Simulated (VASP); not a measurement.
# ZnSe (F-43m) in VASP: further runs

One crystal, ZnSe, is run at these levels: PBEsol, r2SCAN, TB-mBJ; tasks: band structure.

All numbers are computed with VASP 6.6.1; they aren't measurements. Logs are shortened: lines on timing, memory, paths and dates and some standing lists are left out, and cuts for length are marked.

**Measured values to compare with.**

From “Alloy Disordering Effects on the Thermal Conductivity and Energy Gap Temperature Dependence of Cd1−xZnxSe Ternary Crystals Grown by the Bridgman Method”, 2023, pmc:10253836, for a bulk crystal of ZnSe at 300 K: band gap 2.695 ± 0.003 eV (an exciton energy, a little under the gap).

The results are compared with them further down.

## 1. The crystal as given

Symmetry: F-43m, No. 216, cubic system. Conventional cell: a = 5.640 Å, b = 5.640 Å, c = 5.640 Å, α = 90.00°, β = 90.00°, γ = 90.00°. Zn (site symmetry -43m) has 4 Se at 2.44 Å as nearest neighbours. Se (site symmetry -43m) has 4 Zn at 2.44 Å as nearest neighbours.

The cell is a database's computed one.

## 2. Band structure, PBEsol

INCAR reads:

```
PREC = Accurate
ENCUT = 520
EDIFF = 1E-7
ISMEAR = 0
SIGMA = 0.02
LREAL = F
LASPH = T
NELM = 100
ALGO = Fast
ISIF = 2
LWAVE = F
LCHARG = F
GGA = PS
NBANDS = 16
```

KPOINTS reads:

```
Automatic mesh
0
Gamma
  8 8 8
```

POSCAR reads:

```
ZnSe
1.0
    0.0000000000      2.8202400000      2.8202400000
    2.8202400000      0.0000000000      2.8202400000
    2.8202400000      2.8202400000      0.0000000000
Zn Se
1 1
Direct
    0.0000000000      0.0000000000      0.0000000000
    0.2500000000      0.2500000000      0.2500000000
```

KPOINTS_OPT reads:

```
path GXWKGLUWLK,UX
10
line-mode
reciprocal
 0.0000000000  0.0000000000  0.0000000000  G
 0.5000000000  0.0000000000  0.5000000000  X

 0.5000000000  0.0000000000  0.5000000000  X
 0.5000000000  0.2500000000  0.7500000000  W

 0.5000000000  0.2500000000  0.7500000000  W
 0.3750000000  0.3750000000  0.7500000000  K

 0.3750000000  0.3750000000  0.7500000000  K
 0.0000000000  0.0000000000  0.0000000000  G

 0.0000000000  0.0000000000  0.0000000000  G
 0.5000000000  0.5000000000  0.5000000000  L

 0.5000000000  0.5000000000  0.5000000000  L
 0.6250000000  0.2500000000  0.6250000000  U

 0.6250000000  0.2500000000  0.6250000000  U
 0.5000000000  0.2500000000  0.7500000000  W

 0.5000000000  0.2500000000  0.7500000000  W
 0.5000000000  0.5000000000  0.5000000000  L

 0.5000000000  0.5000000000  0.5000000000  L
 0.3750000000  0.3750000000  0.7500000000  K

 0.6250000000  0.2500000000  0.6250000000  U
 0.5000000000  0.0000000000  0.5000000000  X
```

Potentials or basis: VASP PAW PBE potentials, release 64 (Zn, Se).

Started as:

```sh
$ cat potpaw_PBE.64/Zn/POTCAR potpaw_PBE.64/Se/POTCAR > POTCAR
$ mpirun -np 1 vasp_std > vasp.out
```

OUTCAR:

```text
PREC = Accurate
   ENCUT = 520
   EDIFF = 1E-7
   ISMEAR = 0
   LREAL = F
   LASPH = T
   NELM = 100
   ISIF = 2
   GGA = PS

 ion  position               nearest neighbor table
   1  0.000  0.000  0.000-   2 2.44   2 2.44   2 2.44   2 2.44
   2  0.250  0.250  0.250-   1 2.44   1 2.44   1 2.44   1 2.44

  LATTYP: Found a face centered cubic cell.
 ALAT       =     5.6404800000

  Lattice vectors:

 A1 = (   0.0000000000,   2.8202400000,   2.8202400000)
 A2 = (   2.8202400000,   0.0000000000,   2.8202400000)
 A3 = (   2.8202400000,   2.8202400000,   0.0000000000)

Analysis of symmetry for initial positions (statically):
=====================================================================
 Subroutine PRICEL returns:
 Original cell was already a primitive cell.

 Routine SETGRP: Setting up the symmetry group for a
 face centered cubic supercell.

 Subroutine GETGRP returns: Found 24 space group operations
 (whereof 24 operations were pure point group operations)
 out of a pool of 48 trial point group operations.

The static configuration has the point symmetry T_d .

Analysis of symmetry for dynamics (positions and initial velocities):
=====================================================================
 Subroutine PRICEL returns:
 Original cell was already a primitive cell.

 Routine SETGRP: Setting up the symmetry group for a
 face centered cubic supercell.

 Subroutine GETGRP returns: Found 24 space group operations
 (whereof 24 operations were pure point group operations)
 out of a pool of 48 trial point group operations.

The dynamic configuration has the point symmetry T_d .

 Subroutine INISYM returns: Found 24 space group operations
 (whereof 24 operations are pure point group operations),
 and found     1 'primitive' translations

----------------------------------------------------------------------------------------

                                     Primitive cell

  volume of cell :      44.8630

  direct lattice vectors                    reciprocal lattice vectors
     0.000000000  2.820240000  2.820240000    -0.177289876  0.177289876  0.177289876
     2.820240000  0.000000000  2.820240000     0.177289876 -0.177289876  0.177289876
     2.820240000  2.820240000  0.000000000     0.177289876  0.177289876 -0.177289876

  length of vectors
     3.988421657  3.988421657  3.988421657     0.307075073  0.307075073  0.307075073

  position of ions in fractional coordinates (direct lattice)
     0.000000000  0.000000000  0.000000000
     0.250000000  0.250000000  0.250000000

  ion indices of the primitive-cell ions
   primitive index   ion index
                 1           1
                 2           2

----------------------------------------------------------------------------------------

 KPOINTS: Automatic mesh

Automatic generation of k-mesh.
 Grid dimensions read from file:
 generate k-points for:    8    8    8

 Generating k-lattice:

  Cartesian coordinates                     Fractional coordinates (reciprocal lattice)
    -0.022161235  0.022161235  0.022161235     0.125000000  0.000000000  0.000000000
     0.022161235 -0.022161235  0.022161235     0.000000000  0.125000000  0.000000000
     0.022161235  0.022161235 -0.022161235     0.000000000  0.000000000  0.125000000

  Length of vectors
     0.038384384  0.038384384  0.038384384

  Shift w.r.t. Gamma in fractional coordinates (k-lattice)
     0.000000000  0.000000000  0.000000000

 Subroutine IBZKPT returns following result:
 ===========================================

 Found     29 irreducible k-points:

 Following reciprocal coordinates:
            Coordinates               Weight
  0.000000  0.000000  0.000000      1.000000
  0.125000  0.000000  0.000000      8.000000
  0.250000  0.000000  0.000000      8.000000
  0.375000  0.000000  0.000000      8.000000
  0.500000  0.000000  0.000000      4.000000
  0.125000  0.125000  0.000000      6.000000
[... 16 lines left out ...]
  0.500000  0.250000  0.125000     48.000000
 -0.375000  0.250000  0.125000     24.000000
 [... further k-points ...]
   k-points           NKPTS =     29   k-points in BZ     NKDIM =     29   number of bands    NBANDS=     16
   number of dos      NEDOS =    301   number of ions     NIONS =      2
   total plane-waves  NPLWV =  27000
   dimension x,y,z NGX =    30 NGY =   30 NGZ =   30
   dimension x,y,z NGXF=    60 NGYF=   60 NGZF=   60
   ions per type =               1   1
   NGX,Y,Z   is equivalent  to a cutoff of  12.50, 12.50, 12.50 a.u.
   NGXF,Y,Z  is equivalent  to a cutoff of  25.01, 25.01, 25.01 a.u.
 SYSTEM =  unknown system
   PREC   = accura    normal or accurate (medium, high low for compatibility)
   ISTART =      0    job   : 0-new  1-cont  2-samecut
   ICHARG =      2    charge: 1-file 2-atom 10-const
   ISPIN  =      1    spin polarized calculation?
   LNONCOLLINEAR =      F non collinear calculations
   LSORBIT =      F    spin-orbit coupling
   LASPH  =      T    aspherical Exc in radial PAW
   ENCUT  =  520.0 eV  38.22 Ry    6.18 a.u.   7.42  7.42  7.42*2*pi/ulx,y,z
   NELM   =    100;   NELMIN=  2; NELMDL= -5     # of ELM steps
   EDIFF  = 0.1E-06   stopping-criterion for ELM
   LREAL  =      F    real-space projection
   EDIFFG = 0.1E-05   stopping-criterion for IOM
   NSW    =      0    number of steps for IOM
   IBRION =     -1    ionic relax: 0-MD 1-quasi-New 2-CG
   NFREE  =      0    steps in history (QN), initial steepest desc. (CG)
   ISIF   =      2    stress and relaxation
   ISYM   =      2    0-nonsym 1-usesym 2-fastsym
   POTIM  = 0.5000    time-step for ionic-motion
   TEBEG  =    0.0;   TEEND  =   0.0 temperature during run
   PSTRESS=    0.0 pullay stress
   NELECT =      18.0000    total number of electrons
   NUPDOWN=      -1.0000    fix difference up-down
   EMIN   =  10.00;   EMAX   =-10.00  energy-range for DOS
   EFERMI =   0.00;   METHOD = LEGACY
   ISMEAR =     0;   SIGMA  =   0.02  broadening in eV -4-tet -1-fermi 0-gaus
   EFERMI_NEDOS =   21; number of points for ismear=-14 and -15
   IALGO  =     68    algorithm
   IMIX   =      4    mixing-type and parameters
     AMIX     =   0.40;   BMIX     =  1.00
     AMIX_MAG =   1.60;   BMIX_MAG =  1.00
  volume/ion in A,a.u.               =      22.43       151.38
  Fermi-wavevector in a.u.,A,eV,Ry     =   1.207451  2.281752 19.836457  1.457938
  Thomas-Fermi vector in A             =   2.343089
   LORBIT       =      0    0 simple, 1 ext, 2 COOP (PROOUT), +10 PAW based schemes
   GGA     = PS    functional components
   LHFCALC =     F    Hartree Fock is set to
   AEXX    =    0.0000 exact exchange contribution
   IVDW    =     0    specifies the selected vdW correction
   LEPSILON=     F    determine dielectric tensor
   LRPA    =     F    only Hartree local field effects (RPA)
 non-spin polarized calculation
 RMM-DIIS sequential band-by-band and
 Gauss-broadening in eV      SIGMA  =   0.02
  energy-cutoff  :      520.00
  volume of cell :       44.86
 maximum number of plane-waves:      1243
 NGX is ok and might be reduce to    30
   NGX = 15   NGY = 15   NGZ = 15

 number of electron      18.0000001 magnetization

 Free energy of the ion-electron system (eV)
  ---------------------------------------------------
  ext. energy  EPLUGINS =         0.00000000
  ---------------------------------------------------
  free energy    TOTEN  =        -6.77330679 eV

  energy without entropy =       -6.77330679  energy(sigma->0) =       -6.77330679

 E-fermi :   1.7420     XC(G=0):  -9.5917

 val. band max:        1.6126332558   @ k =   0.0000   0.0000   0.0000
 cond. band min:       2.8405906672   @ k =   0.0000   0.0000   0.0000
 fundamental gap:      1.2279574113
 Fermi energy:         1.7419557974

 k-point     1 :       0.0000    0.0000    0.0000
  band No.  band energies     occupation
      1     -11.7673      2.00000
      2      -4.9975      2.00000
      3      -4.9975      2.00000
      4      -4.9975      2.00000
      5      -4.6127      2.00000
      6      -4.6127      2.00000
[... 8 lines left out ...]
     15      13.0706      0.00000
     16      13.0706      0.00000

 k-point     2 :       0.1250    0.0000    0.0000
  band No.  band energies     occupation
      1     -11.6628      2.00000
      2      -4.9928      2.00000
      3      -4.9811      2.00000
      4      -4.9811      2.00000
      5      -4.6142      2.00000
      6      -4.6142      2.00000
[... 8 lines left out ...]
     15      12.2370      0.00000
     16      12.2875      0.00000

 k-point     3 :       0.2500    0.0000    0.0000
  band No.  band energies     occupation
      1     -11.3910      2.00000
      2      -4.9449      2.00000
      3      -4.9449      2.00000
      4      -4.9421      2.00000
      5      -4.6128      2.00000
      6      -4.6128      2.00000
[... 8 lines left out ...]
     15      11.9931      0.00000
     16      12.1641      0.00000

 k-point     4 :       0.3750    0.0000    0.0000
  band No.  band energies     occupation
      1     -11.0845      2.00000
      2      -4.9162      2.00000
      3      -4.9162      2.00000
      4      -4.7469      2.00000
      5      -4.6016      2.00000
      6      -4.6016      2.00000
[... 8 lines left out ...]
     15      13.1338      0.00000
     16      13.1338      0.00000

 k-point     5 :       0.5000    0.0000    0.0000
  band No.  band energies     occupation
      1     -10.9445      2.00000
      2      -4.9070      2.00000
      3      -4.9070      2.00000
      4      -4.5935      2.00000
      5      -4.5935      2.00000
      6      -4.4494      2.00000
[... 8 lines left out ...]
     15      14.7199      0.00000
     16      14.7199      0.00000

 k-point     6 :       0.1250    0.1250    0.0000
  band No.  band energies     occupation
      1     -11.6280      2.00000
      2      -5.0088      2.00000
      3      -4.9666      2.00000
      4      -4.9666      2.00000
      5      -4.6249      2.00000
      6      -4.6053      2.00000
[... 8 lines left out ...]
     15      12.7541      0.00000
     16      13.2936      0.00000
[... 267 lines left out ...]
 k-point    21 :       0.5000    0.5000    0.0000
  band No.  band energies     occupation
      1     -10.6649      2.00000
      2      -4.9830      2.00000
      3      -4.7341      2.00000
      4      -4.7341      2.00000
      5      -4.5620      2.00000
      6      -4.4304      2.00000
[... 8 lines left out ...]
     15      15.5873      0.00000
     16      16.0466      0.00000

 k-point    22 :       0.3750    0.2500    0.1250
  band No.  band energies     occupation
      1     -11.1781      2.00000
      2      -4.9619      2.00000
      3      -4.8925      2.00000
      4      -4.8668      2.00000
      5      -4.6286      2.00000
      6      -4.5869      2.00000
[... 8 lines left out ...]
     15      13.8493      0.00000
     16      15.0026      0.00000

 k-point    23 :       0.5000    0.2500    0.1250
  band No.  band energies     occupation
      1     -10.9217      2.00000
      2      -4.9024      2.00000
      3      -4.8676      2.00000
      4      -4.7379      2.00000
      5      -4.6006      2.00000
      6      -4.5492      2.00000
[... 8 lines left out ...]
     15      14.1668      0.00000
     16      15.2367      0.00000

 k-point    24 :      -0.3750    0.2500    0.1250
  band No.  band energies     occupation
      1     -10.8073      2.00000
      2      -4.8931      2.00000
      3      -4.8522      2.00000
      4      -4.6488      2.00000
      5      -4.6059      2.00000
      6      -4.3965      2.00000
[... 8 lines left out ...]
     15      14.2862      0.00000
     16      15.1346      0.00000

 [... further k-points ...]

------------------------ aborting loop because EDIFF is reached ----------------------------------------

  FORCE on cell =-STRESS in cart. coord.  units (eV):
  Direction    XX          YY          ZZ          XY          YZ          ZX
  --------------------------------------------------------------------------------------
  -------------------------------------------------------------------------------------
  Total        0.0010818      0.0010818      0.0010818      0.0000000     -0.0000000      0.0000000
  in kB        0.0386334      0.0386334      0.0386334      0.0000000     -0.0000000      0.0000000
  external PRESSURE =       0.0386334 kB  Pullay stress =       0.0000000 kB

 VOLUME and BASIS-vectors are now :
 -----------------------------------------------------------------------------
  energy-cutoff  :      520.00
  volume of cell :       44.86
      direct lattice vectors                 reciprocal lattice vectors
     0.000000000  2.820240000  2.820240000    -0.177289876  0.177289876  0.177289876
     2.820240000  0.000000000  2.820240000     0.177289876 -0.177289876  0.177289876
     2.820240000  2.820240000  0.000000000     0.177289876  0.177289876 -0.177289876

 POSITION                                       TOTAL-FORCE (eV/Angst)
 -----------------------------------------------------------------------------------
      0.00000      0.00000      0.00000         0.000000      0.000000      0.000000
      1.41012      1.41012      1.41012        -0.000000     -0.000000     -0.000000
 -----------------------------------------------------------------------------------
    total drift:                                0.000000      0.000000      0.000000

  FREE ENERGIE OF THE ION-ELECTRON SYSTEM (eV)
  ---------------------------------------------------
  free  energy   TOTEN  =        -6.7733067927 eV

  energy  without entropy=       -6.7733067927  energy(sigma->0) =       -6.77330679
```

Wall time 51 s (1 thread of Intel Xeon Platinum 8259CL at 2.50GHz (Skylake/Cascade Lake), shared host); peak memory 0.19 GiB.

What came out:

```
Free energy             : -6.7733 eV
Pressure                : 0.0 GPa
Band gap on the k mesh  : 1.23 eV, direct
Band gap along the path : 1.23 eV, direct
```

Levels at the corners of the path, in eV from the valence-band top:
| point | band 6 | band 7 | band 8 | band 9 | band 10 | band 11 | band 12 | band 13 |
| --- | --- | --- | --- | --- | --- | --- | --- | --- |
| Γ | -6.23 | 0.00 | 0.00 | 0.00 | 1.23 | 5.73 | 5.73 | 5.73 |
| X | -6.04 | -4.85 | -2.26 | -2.26 | 2.80 | 3.37 | 10.71 | 11.27 |
| X | -6.04 | -4.85 | -2.26 | -2.26 | 2.80 | 3.37 | 10.71 | 11.27 |
| W | -5.91 | -4.79 | -2.86 | -2.77 | 5.36 | 5.59 | 6.90 | 7.57 |
| W | -5.91 | -4.79 | -2.86 | -2.77 | 5.36 | 5.59 | 6.90 | 7.57 |
| K | -5.95 | -4.83 | -3.20 | -1.86 | 3.46 | 5.55 | 8.97 | 9.25 |
| K | -5.95 | -4.83 | -3.20 | -1.86 | 3.46 | 5.55 | 8.97 | 9.25 |
| Γ | -6.23 | 0.00 | 0.00 | 0.00 | 1.23 | 5.73 | 5.73 | 5.73 |
| Γ | -6.23 | 0.00 | 0.00 | 0.00 | 1.23 | 5.73 | 5.73 | 5.73 |
| L | -6.06 | -5.38 | -0.90 | -0.90 | 2.47 | 6.30 | 6.30 | 8.44 |
| L | -6.06 | -5.38 | -0.90 | -0.90 | 2.47 | 6.30 | 6.30 | 8.44 |
| U | -5.95 | -4.83 | -3.20 | -1.86 | 3.46 | 5.55 | 8.97 | 9.25 |
| U | -5.95 | -4.83 | -3.20 | -1.86 | 3.46 | 5.55 | 8.97 | 9.25 |
| W | -5.91 | -4.79 | -2.86 | -2.77 | 5.36 | 5.59 | 6.90 | 7.57 |
| W | -5.91 | -4.79 | -2.86 | -2.77 | 5.36 | 5.59 | 6.90 | 7.57 |
| L | -6.06 | -5.38 | -0.90 | -0.90 | 2.47 | 6.30 | 6.30 | 8.44 |
| L | -6.06 | -5.38 | -0.90 | -0.90 | 2.47 | 6.30 | 6.30 | 8.44 |
| K | -5.95 | -4.83 | -3.20 | -1.86 | 3.46 | 5.55 | 8.97 | 9.25 |
| U | -5.95 | -4.83 | -3.20 | -1.86 | 3.46 | 5.55 | 8.97 | 9.25 |
| X | -6.04 | -4.85 | -2.26 | -2.26 | 2.80 | 3.37 | 10.71 | 11.27 |

Caveat: the PAW data sets were made with another functional, which shifts forces and pressure a little.

(Part 1 of 3 ends here.)
